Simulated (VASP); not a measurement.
# K2F (P4/mmm) in VASP: a series of runs

The runs below take K2F through single point, relaxation of cell and atoms, with PBE.

All numbers are computed with VASP 6.6.1; they aren't measurements. Logs are shortened: lines on timing, memory, paths and dates and some standing lists are left out, and cuts for length are marked.

## Step 1: The cell of the first run

It takes space group P4/mmm (No. 123, tetragonal). Conventional cell: a = 5.221 Å, b = 5.221 Å, c = 4.510 Å, α = 90.00°, β = 90.00°, γ = 90.00°. K (site symmetry mmm) is surrounded by 2 F at 2.61 Å. Around F (site symmetry 4/mmm) lie 4 K at 2.61 Å.

The cell was built by a generator and needn't be a form met in nature.

## Step 2: Single point, PBE (random cell by space group and Wyckoff sites (P4/mmm, No. 123))

File INCAR:

```
ALGO     = Normal         # electronic algorithm
EDIFF    = 1E-6           # SCF threshold, eV
ENCUT    = 520            # plane-wave cutoff, eV
GGA      = PE             # functional
ISIF     = 2              # what is computed and relaxed
ISMEAR   = 0              # smearing method
LASPH    = T              # aspherical terms in the spheres
LCHARG   = F              # write CHGCAR
LREAL    = F              # projectors in reciprocal space
LWAVE    = F              # write WAVECAR
NBANDS   = 20             # bands
NELM     = 100            # most SCF steps
PREC     = Accurate       # precision mode
SIGMA    = 0.1            # smearing width, eV
```

File KPOINTS:

```
k-points
0
Gamma
  4 4 4
```

File POSCAR:

```
K2F
1.0
    5.2211241930      0.0000000000      0.0000000000
    0.0000000000      5.2211241930      0.0000000000
    0.0000000000      0.0000000000      4.5103003387
K F
2 1
Direct
    0.5000000000      0.0000000000      0.5000000000
    0.0000000000      0.5000000000      0.5000000000
    0.0000000000      0.0000000000      0.5000000000
```

Potentials or basis: VASP PAW PBE potentials, release 64 (K_sv, F).

The run is started by

```
cat potpaw_PBE.64/K_sv/POTCAR potpaw_PBE.64/F/POTCAR > POTCAR
mpirun -np 1 vasp_std > vasp.out
```

OUTCAR:

```text
EDIFF = 1E-6
   ENCUT = 520
   GGA = PE
   ISIF = 2
   ISMEAR = 0
   LASPH = T
   LREAL = F
   NELM = 100
   PREC = Accurate

 ion  position               nearest neighbor table
   1  0.500  0.000  0.500-   3 2.61   3 2.61   2 3.69   2 3.69   2 3.69   2 3.69
   2  0.000  0.500  0.500-   3 2.61   3 2.61   1 3.69   1 3.69   1 3.69   1 3.69
   3  0.000  0.000  0.500-   1 2.61   2 2.61   2 2.61   1 2.61

  LATTYP: Found a simple tetragonal cell.
 ALAT       =     5.2211241930
 C/A-ratio  =     0.8638561681

  Lattice vectors:

 A1 = (   5.2211241930,   0.0000000000,   0.0000000000)
 A2 = (   0.0000000000,   5.2211241930,   0.0000000000)
 A3 = (   0.0000000000,   0.0000000000,   4.5103003387)

Analysis of symmetry for initial positions (statically):
=====================================================================
 Subroutine PRICEL returns:
 Original cell was already a primitive cell.

 Routine SETGRP: Setting up the symmetry group for a
 simple tetragonal supercell.

 Subroutine GETGRP returns: Found 16 space group operations
 (whereof 16 operations were pure point group operations)
 out of a pool of 16 trial point group operations.

The static configuration has the point symmetry D_4h.

Analysis of symmetry for dynamics (positions and initial velocities):
=====================================================================
 Subroutine PRICEL returns:
 Original cell was already a primitive cell.

 Routine SETGRP: Setting up the symmetry group for a
 simple tetragonal supercell.

 Subroutine GETGRP returns: Found 16 space group operations
 (whereof 16 operations were pure point group operations)
 out of a pool of 16 trial point group operations.

The dynamic configuration has the point symmetry D_4h.

 Subroutine INISYM returns: Found 16 space group operations
 (whereof 16 operations are pure point group operations),
 and found     1 'primitive' translations

----------------------------------------------------------------------------------------

                                     Primitive cell

  volume of cell :     122.9514

  direct lattice vectors                    reciprocal lattice vectors
     5.221124193  0.000000000  0.000000000     0.191529633  0.000000000  0.000000000
     0.000000000  5.221124193  0.000000000     0.000000000  0.191529633  0.000000000
     0.000000000  0.000000000  4.510300339     0.000000000  0.000000000  0.221714725

[... 76 lines left out ...]
   ENCUT  =  520.0 eV  38.22 Ry    6.18 a.u.   9.71  9.71  8.39*2*pi/ulx,y,z
   NELM   =    100;   NELMIN=  2; NELMDL= -5     # of ELM steps
   EDIFF  = 0.1E-05   stopping-criterion for ELM
   LREAL  =      F    real-space projection
   EDIFFG = 0.1E-04   stopping-criterion for IOM
   NSW    =      0    number of steps for IOM
   IBRION =     -1    ionic relax: 0-MD 1-quasi-New 2-CG
   NFREE  =      0    steps in history (QN), initial steepest desc. (CG)
   ISIF   =      2    stress and relaxation
   ISYM   =      2    0-nonsym 1-usesym 2-fastsym
   POTIM  = 0.5000    time-step for ionic-motion
   TEBEG  =    0.0;   TEEND  =   0.0 temperature during run
   PSTRESS=    0.0 pullay stress
   NELECT =      25.0000    total number of electrons
   NUPDOWN=      -1.0000    fix difference up-down
   EMIN   =  10.00;   EMAX   =-10.00  energy-range for DOS
   EFERMI =   0.00;   METHOD = LEGACY
   ISMEAR =     0;   SIGMA  =   0.10  broadening in eV -4-tet -1-fermi 0-gaus
   EFERMI_NEDOS =   21; number of points for ismear=-14 and -15
   IALGO  =     38    algorithm
   IMIX   =      4    mixing-type and parameters
     AMIX     =   0.40;   BMIX     =  1.00
     AMIX_MAG =   1.60;   BMIX_MAG =  1.00
  volume/ion in A,a.u.               =      40.98       276.57
  Fermi-wavevector in a.u.,A,eV,Ry     =   0.962669  1.819181 12.608950  0.926732
  Thomas-Fermi vector in A             =   2.092148
   LORBIT       =      0    0 simple, 1 ext, 2 COOP (PROOUT), +10 PAW based schemes
   GGA     = PE    functional components
   LHFCALC =     F    Hartree Fock is set to
   AEXX    =    0.0000 exact exchange contribution
   IVDW    =     0    specifies the selected vdW correction
   LEPSILON=     F    determine dielectric tensor
   LRPA    =     F    only Hartree local field effects (RPA)
 non-spin polarized calculation
 Gauss-broadening in eV      SIGMA  =   0.10
  energy-cutoff  :      520.00
  volume of cell :      122.95
 maximum number of plane-waves:      3352
 NGX is ok and might be reduce to    40
   NGX = 19   NGY = 19   NGZ = 17

 number of electron      24.9999995 magnetization

 Free energy of the ion-electron system (eV)
  ---------------------------------------------------
  ext. energy  EPLUGINS =         0.00000000
  ---------------------------------------------------
  free energy    TOTEN  =        -8.74953654 eV

  energy without entropy =       -8.74306555  energy(sigma->0) =       -8.74630105

 E-fermi :   0.3333     XC(G=0):  -6.2462

 val. band max:        0.3321281327   @ k =   0.5000   0.2500   0.0000
 cond. band min:       0.3812472290   @ k =   0.5000   0.0000   0.2500
 fundamental gap:      0.0491190963
 Fermi energy:         0.3332797341

 k-point     1 :       0.0000    0.0000    0.0000
  band No.  band energies     occupation
      1     -31.3725      2.00000
      2     -31.3103      2.00000
      3     -22.6578      2.00000
      4     -15.0191      2.00000
      5     -15.0191      2.00000
      6     -14.9030      2.00000
[... 403 lines left out ...]
     19       3.9974      0.00000
     20       7.0132      0.00000

------------------------ aborting loop because EDIFF is reached ----------------------------------------

  FORCE on cell =-STRESS in cart. coord.  units (eV):
  Direction    XX          YY          ZZ          XY          YZ          ZX
  --------------------------------------------------------------------------------------
  -------------------------------------------------------------------------------------
  Total        0.1547642      0.1547642      0.0258436      0.0000000      0.0000000      0.0000000
  in kB        2.0167296      2.0167296      0.3367676      0.0000000      0.0000000      0.0000000
  external PRESSURE =       1.4567423 kB  Pullay stress =       0.0000000 kB

 VOLUME and BASIS-vectors are now :
 -----------------------------------------------------------------------------
  energy-cutoff  :      520.00
  volume of cell :      122.95
      direct lattice vectors                 reciprocal lattice vectors
     5.221124193  0.000000000  0.000000000     0.191529633  0.000000000  0.000000000
     0.000000000  5.221124193  0.000000000     0.000000000  0.191529633  0.000000000
     0.000000000  0.000000000  4.510300339     0.000000000  0.000000000  0.221714725

 POSITION                                       TOTAL-FORCE (eV/Angst)
 -----------------------------------------------------------------------------------
      2.61056      0.00000      2.25515         0.000000      0.000000      0.000000
      0.00000      2.61056      2.25515         0.000000      0.000000      0.000000
      0.00000      0.00000      2.25515         0.000000      0.000000      0.000000
 -----------------------------------------------------------------------------------
    total drift:                               -0.000000     -0.000000     -0.000000

  FREE ENERGIE OF THE ION-ELECTRON SYSTEM (eV)
  ---------------------------------------------------
  free  energy   TOTEN  =        -8.7495365405 eV

  energy  without entropy=       -8.7430655522  energy(sigma->0) =       -8.74630105
```

stdout:

```text
POSCAR found type information on POSCAR K F
 POSCAR found :  2 types and       3 ions
 scaLAPACK will be used
 LDA part: xc-table for (Slater+PW92), standard interpolation
 POSCAR, INCAR and KPOINTS ok, starting setup
 FFT: planning ... GRIDC
 FFT: planning ... GRID_SOFT
 FFT: planning ... GRID
 WAVECAR not read
 entering main loop
```

Run time: 44 s. Hardware: 1 thread of AMD EPYC 7R13 (Zen 3), shared host; peak memory 0.2 GiB.

What came out:

- Free energy: -8.7495 eV
- Pressure: 0.1 GPa
- Band gap on the k mesh: none (metal or under the smearing width)

Levels at points of the mesh, in eV from the Fermi level:
```csv
k point,band 9,band 10,band 11,band 12,band 13,band 14,band 15,band 16
"(0.00, 0.00, 0.00)",-15.00,-4.48,-4.48,-4.38,-1.47,2.32,3.56,3.78
"(0.50, 0.00, 0.00)",-14.94,-4.93,-4.51,-4.42,-0.36,0.75,3.34,3.92
"(0.50, 0.50, 0.00)",-14.86,-4.96,-4.96,-4.46,0.75,1.38,1.38,3.20
"(0.00, 0.00, 0.50)",-15.00,-4.54,-4.46,-4.46,0.47,0.65,3.16,3.16
"(0.50, 0.00, 0.50)",-14.93,-4.90,-4.58,-4.49,0.93,1.52,2.24,4.02
"(0.50, 0.50, 0.50)",-14.85,-4.94,-4.94,-4.62,1.13,2.63,3.08,3.09
```

Caveat: an odd number of electrons without spin polarisation forces a metal; a magnetic or distorted state may lie lower.

## Step 3: Relaxation of cell and atoms, PBE (random cell by space group and Wyckoff sites (P4/mmm, No. 123))

File INCAR:

```
PREC = Accurate
ENCUT = 600
EDIFF = 1E-7
ISMEAR = 0
SIGMA = 0.1
LREAL = F
LASPH = T
NELM = 80
ALGO = Normal
ISIF = 3
LWAVE = F
LCHARG = F
GGA = PE
IBRION = 2
NSW = 90
EDIFFG = -0.04
```

File KPOINTS:

```
Automatic mesh
0
Gamma
  4 4 4
```

File POSCAR:

```
K2F
1.0
    4.1948827500      0.0000000000      0.0000000000
    0.0000000000      4.1948827500      0.0000000000
    0.0000000000      0.0000000000      5.2336292300
K F
2 1
Direct
    0.5000000000      0.0000000000      0.5000000000
    0.0000000000      0.5000000000      0.5000000000
    0.0000000000      0.0000000000      0.5000000000
```

Potentials or basis: VASP PAW PBE potentials, release 64 (K_sv, F).

The run is started by

```
cat potpaw_PBE.64/K_sv/POTCAR potpaw_PBE.64/F/POTCAR > POTCAR
mpirun -np 1 vasp_std > vasp.out
```

Run time: 8 min. Hardware: 1 thread of AMD EPYC 7R13 (Zen 3), shared host; peak memory 0.19 GiB.

The run converged. Its results:

| Quantity | Value |
| --- | --- |
| Free energy | -8.6807 eV |
| Relaxed volume | 39.78 Å³/atom |
| Relaxed cell | a = 5.155 Å, b = 5.155 Å, c = 4.492 Å, α = 90.00°, β = 90.00°, γ = 90.00° |
| Space group after relaxing (to 0.05 Å) | P4/mmm (No. 123) |
| Energy gained by relaxing | 972.8 meV/atom |
| Ionic steps | 13 |
| Pressure after relaxing | 0.0 GPa |
| Band gap on the k mesh | none (metal or under the smearing width) |

The path:
| step | energy change (eV) | largest force (eV/Å) | pressure (GPa) | volume (Å³) |
| --- | --- | --- | --- | --- |
| 1 | 0.0000 | 0.0000 | 19.46 | 92.10 |
| 2 | -2.7928 | 0.0000 | -1.65 | 148.15 |
| 3 | -2.8521 | 0.0000 | 0.47 | 132.91 |
| 4 | -2.8672 | 0.0000 | -0.27 | 137.62 |
| 5 | -2.8667 | 0.0000 | -0.12 | 136.62 |
| 6 | -2.8720 | 0.0000 | -0.11 | 135.39 |
| 7 | -2.8869 | 0.0000 | -0.06 | 131.69 |
| 8 | -2.9105 | 0.0000 | 0.06 | 124.30 |
| 9 | -2.8960 | 0.0000 | 0.51 | 109.51 |
| 10 | -2.9172 | 0.0000 | 0.17 | 119.43 |
| 11 | -2.9173 | 0.0000 | 0.20 | 118.42 |
| 12 | -2.9148 | 0.0000 | -0.36 | 121.11 |
| 13 | -2.9183 | 0.0000 | 0.00 | 119.35 |

Final structure:
```
K F
1.0
     5.15459    0.00000    0.00000
     0.00000    5.15459    0.00000
     0.00000    0.00000    4.49192
K F
2 1
Cartesian
  2.5773 0.0000 2.2460
  0.0000 2.5773 2.2460
  0.0000 0.0000 2.2460
```

Levels at points of the mesh, in eV from the Fermi level:
| k point | band 8 | band 9 | band 10 | band 11 | band 12 | band 13 | band 14 | band 15 | band 16 |
| --- | --- | --- | --- | --- | --- | --- | --- | --- | --- |
| (0.00, 0.00, 0.00) | -14.98 | -14.98 | -4.56 | -4.56 | -4.52 | -1.51 | 2.29 | 3.63 | 3.78 |
| (0.50, 0.00, 0.00) | -15.09 | -14.91 | -5.05 | -4.59 | -4.55 | -0.37 | 0.76 | 3.35 | 3.99 |
| (0.50, 0.50, 0.00) | -14.99 | -14.82 | -5.09 | -5.09 | -4.59 | 0.78 | 1.41 | 1.41 | 3.24 |
| (0.00, 0.00, 0.50) | -14.98 | -14.98 | -4.67 | -4.55 | -4.55 | 0.46 | 0.63 | 3.16 | 3.16 |
| (0.50, 0.00, 0.50) | -15.08 | -14.91 | -5.02 | -4.71 | -4.58 | 0.90 | 1.54 | 2.25 | 4.14 |
| (0.50, 0.50, 0.50) | -14.99 | -14.82 | -5.07 | -5.07 | -4.76 | 1.09 | 2.70 | 3.08 | 3.13 |

Caveat: the k mesh is coarse (spacing up to 0.37 Å⁻¹), so the values aren't converged; the volume moved by over 15 % at a fixed basis, so the end points are rough; an odd number of electrons without spin polarisation forces a metal; a magnetic or distorted state may lie lower.

## Step 4: Single point, PBE (random cell by space group and Wyckoff sites (P4/mmm, No. 123))

File INCAR:

```
ALGO     = Fast           # electronic algorithm
EDIFF    = 1E-6           # SCF threshold, eV
ENCUT    = 520            # plane-wave cutoff, eV
GGA      = PE             # functional
ISIF     = 2              # what is computed and relaxed
ISMEAR   = 0              # smearing method
LASPH    = True           # aspherical terms in the spheres
LCHARG   = False          # write CHGCAR
LREAL    = False          # projectors in reciprocal space
LWAVE    = False          # write WAVECAR
NBANDS   = 20             # bands
NELM     = 80             # most SCF steps
PREC     = Accurate       # precision mode
SIGMA    = 0.1            # smearing width, eV
```

File KPOINTS:

```
k-points
0
Gamma
  10 10 10
```

File POSCAR:

```
K2F
1.0
    5.2400814986      0.0000000000      0.0000000000
    0.0000000000      5.2400814986      0.0000000000
    0.0000000000      0.0000000000      4.5154758311
K F
2 1
Direct
    0.5000000000      0.0000000000      0.5000000000
    0.0000000000      0.5000000000      0.5000000000
    0.0000000000      0.0000000000      0.5000000000
```

The run is started by

```
cat potpaw_PBE.64/K_sv/POTCAR potpaw_PBE.64/F/POTCAR > POTCAR
mpirun -np 1 vasp_std > vasp.out
```

It took 12 min on 1 thread of AMD EPYC, shared host; peak memory 0.38 GiB.

Results (log left out):

- Free energy: -8.7383 eV
- Pressure: 0.0 GPa
- Band gap on the k mesh: none (metal or under the smearing width)

Stress tensor (GPa, compression positive):
```
 0.02  0.00  0.00
 0.00  0.02  0.00
 0.00  0.00 -0.08
```

Levels at points of the mesh, in eV from the Fermi level:
```tsv
k point	band 10	band 11	band 12	band 13	band 14	band 15
(0.00, 0.00, 0.00)	-4.49	-4.49	-4.39	-1.49	2.30	3.51
(0.50, 0.00, 0.00)	-4.92	-4.52	-4.42	-0.39	0.72	3.30
(0.50, 0.50, 0.00)	-4.96	-4.96	-4.46	0.71	1.34	1.34
(0.00, 0.00, 0.50)	-4.54	-4.47	-4.47	0.44	0.63	3.13
(0.50, 0.00, 0.50)	-4.90	-4.58	-4.50	0.90	1.48	2.20
(0.50, 0.50, 0.50)	-4.93	-4.93	-4.62	1.11	2.58	3.04
```

Caveat: an odd number of electrons without spin polarisation forces a metal; a magnetic or distorted state may lie lower.

## Step 5: Summary

| task | cell | k mesh | cutoff (eV) | mesh quality | gap on the mesh (eV) | pressure (GPa) |
| --- | --- | --- | --- | --- | --- | --- |
| single point | random cell by space group and Wyckoff sites (P4/mmm, No. 123) | 4 × 4 × 4 | 520 | not flagged | none | 0.1 |
| relaxation of cell and atoms | relaxed from: random cell by space group and Wyckoff sites (P4/mmm, No. 123) | 4 × 4 × 4 | 600 | coarse | none | 0.0 |
| single point | random cell by space group and Wyckoff sites (P4/mmm, No. 123) | 10 × 10 × 10 | 520 | not flagged | none | 0.0 |

Alike in all rows: level PBE; potentials or basis VASP PAW PBE potentials, release 64 (K_sv, F); no spin polarisation; smearing gaussian 0.1 eV.

Caveats: some runs use coarse meshes; an odd number of electrons without spin polarisation forces a metal; a magnetic or distorted state may lie lower; the volume moved by over 15 % at a fixed basis, so the end points are rough (some runs).

Absolute energies hang on the potentials; compare differences alone.
